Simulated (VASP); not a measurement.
# The defect H_Cl in a supercell of LiCl (Fm-3m), part 3 of 9

Aim: the formation energy and local structure of the defect H_Cl in LiCl (Fm-3m). The start is a computed cell from the Materials Project.

VASP 6.6.1, plane waves and PAW; the level of theory is named at each step.

So far. Step 2 (Relaxing the host crystal): The run ended after 2 ionic steps, 0.000 eV below its first step, once forces and stress met EDIFFG = -0.02.

### Step 4. The perfect supercell

Level of this step: PBEsol; plane waves and PAW (Li, Cl) (VASP).

System of this step: LiCl (Fm-3m). The cell holds 54 atoms: 27 Li and 27 Cl. Its edges and angles: a = 10.774 Å, b = 10.774 Å, c = 10.774 Å, α = 60.0°, β = 60.0°, γ = 60.0°. It derives from LiCl (LiCl (Fm-3m)).

The same cell, mesh and cutoff without the defect give the energy to subtract and, in a gapped host, the band edges to count from, so that most errors cancel.

The input, INCAR:

```
SYSTEM = LiCl
PREC = Normal
ENCUT = 300
EDIFF = 1E-05
NELM = 120
ISMEAR = 0
SIGMA = 0.05
LREAL = Auto
ALGO = Fast
GGA = PS
LORBIT = 11
LWAVE = .FALSE.
LCHARG = .FALSE.
KPAR = 4
```

The input, POSCAR:

```
LiCl
1.0
    0.0000000000      7.6181400852      7.6181400852
    7.6181400852      0.0000000000      7.6181400852
    7.6181400852      7.6181400852      0.0000000000
Li Cl
27 27
Direct
    0.0000000000      0.0000000000      0.0000000000
    0.0000000000      0.0000000000      0.3333333333
    0.0000000000      0.0000000000      0.6666666667
    0.0000000000      0.3333333333      0.0000000000
    0.0000000000      0.3333333333      0.3333333333
    0.0000000000      0.3333333333      0.6666666667
    0.0000000000      0.6666666667      0.0000000000
    0.0000000000      0.6666666667      0.3333333333
    0.0000000000      0.6666666667      0.6666666667
    0.3333333333      0.0000000000      0.0000000000
    0.3333333333      0.0000000000      0.3333333333
    0.3333333333      0.0000000000      0.6666666667
    0.3333333333      0.3333333333      0.0000000000
    0.3333333333      0.3333333333      0.3333333333
    0.3333333333      0.3333333333      0.6666666667
    0.3333333333      0.6666666667      0.0000000000
    0.3333333333      0.6666666667      0.3333333333
    0.3333333333      0.6666666667      0.6666666667
    0.6666666667      0.0000000000      0.0000000000
    0.6666666667      0.0000000000      0.3333333333
    0.6666666667      0.0000000000      0.6666666667
    0.6666666667      0.3333333333      0.0000000000
    0.6666666667      0.3333333333      0.3333333333
    0.6666666667      0.3333333333      0.6666666667
    0.6666666667      0.6666666667      0.0000000000
    0.6666666667      0.6666666667      0.3333333333
    0.6666666667      0.6666666667      0.6666666667
    0.1666666667      0.1666666667      0.1666666667
    0.1666666667      0.1666666667      0.5000000000
    0.1666666667      0.1666666667      0.8333333333
    0.1666666667      0.5000000000      0.1666666667
    0.1666666667      0.5000000000      0.5000000000
    0.1666666667      0.5000000000      0.8333333333
    0.1666666667      0.8333333333      0.1666666667
    0.1666666667      0.8333333333      0.5000000000
    0.1666666667      0.8333333333      0.8333333333
    0.5000000000      0.1666666667      0.1666666667
    0.5000000000      0.1666666667      0.5000000000
    0.5000000000      0.1666666667      0.8333333333
    0.5000000000      0.5000000000      0.1666666667
    0.5000000000      0.5000000000      0.5000000000
    0.5000000000      0.5000000000      0.8333333333
    0.5000000000      0.8333333333      0.1666666667
    0.5000000000      0.8333333333      0.5000000000
    0.5000000000      0.8333333333      0.8333333333
    0.8333333333      0.1666666667      0.1666666667
    0.8333333333      0.1666666667      0.5000000000
    0.8333333333      0.1666666667      0.8333333333
    0.8333333333      0.5000000000      0.1666666667
    0.8333333333      0.5000000000      0.5000000000
    0.8333333333      0.5000000000      0.8333333333
    0.8333333333      0.8333333333      0.1666666667
    0.8333333333      0.8333333333      0.5000000000
    0.8333333333      0.8333333333      0.8333333333
```

The input, KPOINTS:

```
Automatic mesh
0
Gamma
2 2 2
0 0 0
```

Potentials, in the order of the species: Li and Cl (PBE family, release 64).

Command:

```
$ mpirun -np 4 vasp_std
```

What it wrote:

```text
[banner, memory and clock lines left out]
running    4 mpi-ranks, on    1 nodes
 distrk:  each k-point on    1 cores,    4 groups
 distr:  one band on    1 cores,    1 groups

 POSCAR found type information on POSCAR LiCl
 POSCAR found :  2 types and      54 ions
 [... a notice as in an earlier step ...]

 LDA part: xc-table for (Slater+PW92), standard interpolation
 POSCAR, INCAR and KPOINTS ok, starting setup
 FFT: planning ... GRIDC
 FFT: planning ... GRID_SOFT
 FFT: planning ... GRID
 WAVECAR not read
 entering main loop
       N       E                     dE             d eps       ncg     rms          rms(c)
DAV:   1     0.106045241451E+04    0.10605E+04   -0.67220E+04   840   0.871E+02
DAV:   2    -0.106543693641E+03   -0.11670E+04   -0.11407E+04  1040   0.201E+02
DAV:   3    -0.205336874456E+03   -0.98793E+02   -0.98535E+02   960   0.692E+01
DAV:   4    -0.207013330675E+03   -0.16765E+01   -0.16734E+01  1000   0.106E+01
DAV:   5    -0.207050512702E+03   -0.37182E-01   -0.37166E-01   960   0.155E+00    0.111E+01
RMM:   6    -0.205819300087E+03    0.12312E+01   -0.29529E+00   875   0.309E+00    0.760E+00
RMM:   7    -0.205924604677E+03   -0.10530E+00   -0.23544E+00   937   0.276E+00    0.357E+00
RMM:   8    -0.205933442215E+03   -0.88375E-02   -0.29950E-01   915   0.109E+00    0.144E+00
RMM:   9    -0.205927248244E+03    0.61940E-02   -0.24107E-02   980   0.357E-01    0.419E-01
RMM:  10    -0.205927704577E+03   -0.45633E-03   -0.35039E-03   998   0.124E-01    0.409E-01
RMM:  11    -0.205928005868E+03   -0.30129E-03   -0.77722E-03   982   0.156E-01    0.165E-01
RMM:  12    -0.205929403036E+03   -0.13972E-02   -0.39309E-03   984   0.118E-01    0.407E-01
RMM:  13    -0.205928757159E+03    0.64588E-03   -0.37264E-04   982   0.452E-02    0.317E-01
RMM:  14    -0.205928406625E+03    0.35053E-03   -0.27249E-04   979   0.324E-02    0.261E-01
RMM:  15    -0.205928347323E+03    0.59301E-04   -0.35910E-05   829   0.140E-02    0.244E-01
RMM:  16    -0.205927802789E+03    0.54453E-03   -0.12801E-03  1255   0.613E-02    0.906E-02
RMM:  17    -0.205927766037E+03    0.36752E-04   -0.35109E-05   732   0.116E-02    0.681E-02
RMM:  18    -0.205927769643E+03   -0.36056E-05   -0.50080E-06   630   0.521E-03
   1 F= -.20592777E+03 E0= -.20592777E+03  d E =-.718659E-13
```

Run time: 77 s. Hardware: 4 MPI ranks of AMD EPYC 7R43, shared host; peak memory 1.4 GiB.

Parts of OUTCAR (step 4):

```text
  LATTYP: Found a face centered cubic cell.
 ALAT       =    15.2362801704

The static configuration has the point symmetry O_h .

 Found      3 irreducible k-points:

   k-points           NKPTS =      3   k-points in BZ     NKDIM =      3   number of bands    NBANDS=    136

   dimension x,y,z NGX =    48 NGY =   48 NGZ =   48
   dimension x,y,z NGXF=    96 NGYF=   96 NGZF=   96

   ENCUT  =  300.0 eV  22.05 Ry    4.70 a.u.  15.22 15.22 15.22*2*pi/ulx,y,z

   NELECT =     216.0000    total number of electrons

 E-fermi :   0.8739

 k-point     1 :       0.0000    0.0000    0.0000
  band No.  band energies     occupation
    ...
    104       0.4069      2.00000
    105       0.4069      2.00000
    106       0.6203      2.00000
    107       0.6204      2.00000
    108       0.6204      2.00000
    109       6.9230      0.00000
    110       7.5537      0.00000
    111       7.5537      0.00000
    112       7.5537      0.00000
    113       7.5537      0.00000
    ...

 k-point     2 :       0.5000    0.0000    0.0000
  band No.  band energies     occupation
    ...
    104       0.3432      2.00000
    105       0.5449      2.00000
    106       0.5449      2.00000
    107       0.5450      2.00000
    108       0.5450      2.00000
    109       7.2168      0.00000
    110       7.6149      0.00000
    111       7.6149      0.00000
    112       8.2910      0.00000
    113       8.2910      0.00000
    ...

  Total       -3.1257191     -3.1257191     -3.1257191     -0.0000000     -0.0000000      0.0000000
  in kB       -5.6634839     -5.6634839     -5.6634839     -0.0000000     -0.0000000      0.0000000
  external PRESSURE =      -5.6634839 kB  Pullay stress =       0.0000000 kB

  energy-cutoff  :      300.00
  volume of cell :      884.25
      direct lattice vectors                 reciprocal lattice vectors
     0.000000000  7.618140085  7.618140085    -0.065632818  0.065632818  0.065632818
     7.618140085  0.000000000  7.618140085     0.065632818 -0.065632818  0.065632818
     7.618140085  7.618140085  0.000000000     0.065632818  0.065632818 -0.065632818

 POSITION                                       TOTAL-FORCE (eV/Angst)
 -----------------------------------------------------------------------------------
      0.00000      0.00000      0.00000        -0.000000     -0.000000     -0.000000
      2.53938      2.53938      0.00000        -0.000000     -0.000000     -0.000000
      5.07876      5.07876      0.00000        -0.000000     -0.000000     -0.000000
      2.53938      0.00000      2.53938        -0.000000     -0.000000     -0.000000
      5.07876      2.53938      2.53938        -0.000000     -0.000000     -0.000000
      7.61814      5.07876      2.53938        -0.000000     -0.000000     -0.000000
      5.07876      0.00000      5.07876        -0.000000     -0.000000     -0.000000
      7.61814      2.53938      5.07876        -0.000000     -0.000000     -0.000000
     10.15752      5.07876      5.07876        -0.000000     -0.000000     -0.000000
      0.00000      2.53938      2.53938        -0.000000     -0.000000     -0.000000
      2.53938      5.07876      2.53938        -0.000000     -0.000000     -0.000000
      5.07876      7.61814      2.53938        -0.000000     -0.000000     -0.000000
      2.53938      2.53938      5.07876        -0.000000     -0.000000     -0.000000
      5.07876      5.07876      5.07876        -0.000000     -0.000000     -0.000000
      7.61814      7.61814      5.07876        -0.000000     -0.000000     -0.000000
      5.07876      2.53938      7.61814        -0.000000     -0.000000     -0.000000
      7.61814      5.07876      7.61814        -0.000000     -0.000000     -0.000000
     10.15752      7.61814      7.61814        -0.000000     -0.000000     -0.000000
      0.00000      5.07876      5.07876        -0.000000     -0.000000     -0.000000
      2.53938      7.61814      5.07876        -0.000000     -0.000000     -0.000000
      5.07876     10.15752      5.07876        -0.000000     -0.000000     -0.000000
      2.53938      5.07876      7.61814        -0.000000     -0.000000     -0.000000
      5.07876      7.61814      7.61814        -0.000000     -0.000000     -0.000000
      7.61814     10.15752      7.61814        -0.000000     -0.000000     -0.000000
      5.07876      5.07876     10.15752        -0.000000     -0.000000     -0.000000
      7.61814      7.61814     10.15752        -0.000000     -0.000000     -0.000000
     10.15752     10.15752     10.15752        -0.000000     -0.000000     -0.000000
      2.53938      2.53938      2.53938         0.000000     -0.000000      0.000000
      5.07876      5.07876      2.53938         0.000000     -0.000000     -0.000000
      7.61814      7.61814      2.53938         0.000000      0.000000      0.000000
      5.07876      2.53938      5.07876        -0.000000     -0.000000     -0.000000
      7.61814      5.07876      5.07876        -0.000000     -0.000000     -0.000000
     10.15752      7.61814      5.07876         0.000000      0.000000     -0.000000
      7.61814      2.53938      7.61814        -0.000000     -0.000000     -0.000000
     10.15752      5.07876      7.61814        -0.000000     -0.000000      0.000000
     12.69690      7.61814      7.61814        -0.000000      0.000000      0.000000
      2.53938      5.07876      5.07876         0.000000     -0.000000     -0.000000
      5.07876      7.61814      5.07876         0.000000     -0.000000     -0.000000
[...]
-----------------------------------------------------------------------------------
    total drift:                               -0.000000     -0.000000     -0.000000

  FREE ENERGIE OF THE ION-ELECTRON SYSTEM (eV)
  ---------------------------------------------------
  free  energy   TOTEN  =      -205.9277696431 eV

  energy  without entropy=     -205.9277696431  energy(sigma->0) =     -205.92776964

 total charge
# of ion       s       p       d       tot
------------------------------------------
    1        0.064   0.122   0.000   0.186
    2        0.064   0.122   0.000   0.186
    3        0.064   0.122   0.000   0.186
    4        0.064   0.122   0.000   0.186
    5        0.064   0.122   0.000   0.186
    6        0.064   0.122   0.000   0.186
    7        0.064   0.122   0.000   0.186
    8        0.064   0.122   0.000   0.186
    9        0.064   0.122   0.000   0.186
   10        0.064   0.122   0.000   0.186
   11        0.064   0.122   0.000   0.186
   12        0.064   0.122   0.000   0.186
   13        0.064   0.122   0.000   0.186
   14        0.064   0.122   0.000   0.186
   15        0.064   0.122   0.000   0.186
   16        0.064   0.122   0.000   0.186
   17        0.064   0.122   0.000   0.186
   18        0.064   0.122   0.000   0.186
   19        0.064   0.122   0.000   0.186
   20        0.064   0.122   0.000   0.186
   21        0.064   0.122   0.000   0.186
   22        0.064   0.122   0.000   0.186
   23        0.064   0.122   0.000   0.186
   24        0.064   0.122   0.000   0.186
   25        0.064   0.122   0.000   0.186
   26        0.064   0.122   0.000   0.186
   27        0.064   0.122   0.000   0.186
   28        1.579   3.570   0.000   5.149
   29        1.579   3.570   0.000   5.149
   30        1.579   3.570   0.000   5.149
   31        1.579   3.570   0.000   5.149
   32        1.579   3.570   0.000   5.149
   33        1.579   3.570   0.000   5.149
   34        1.579   3.570   0.000   5.149
   35        1.579   3.570   0.000   5.149
   36        1.579   3.570   0.000   5.149
   37        1.579   3.570   0.000   5.149
[...]
--------------------------------------------------
tot         44.365  99.679   0.000 144.045

[... 1 part as in an earlier step ...]

[... 4 further parts left out ...]
```

Numbers from this step:

```yaml
electronic_cycles: 18
electrons: 216
free_energy_toten: -205.9278 eV
fermi_energy: 0.8739 eV
gap_on_the_k_mesh: 6.303 eV
```

No direct gap is given, since this cell folds other wave vectors onto the zone centre.

The perfect cell has a gap of 6.30 eV on this mesh, with its valence-band top at 0.620 eV, and charged states follow.

(Part 3 of 9 ends here.)

[Lines on the potential files, build, host, timing and source positions are cut from VASP's logs without a mark.]

[Logs are printed without paths, hosts, clocks, repeated set-up lines and the standing remarks that a program may print on its own settings, such as how far it seeks lower states.]

[Hosts, paths, dates, database ids (printed as entryN), source tags and the programs' standing remarks are cut or masked in the printed files.]

[In band tables of VASP the shares of atoms and orbitals are scaled to a sum of 1 inside the atoms' spheres.]

[Runs that stopped without an error message from VASP are left out.]
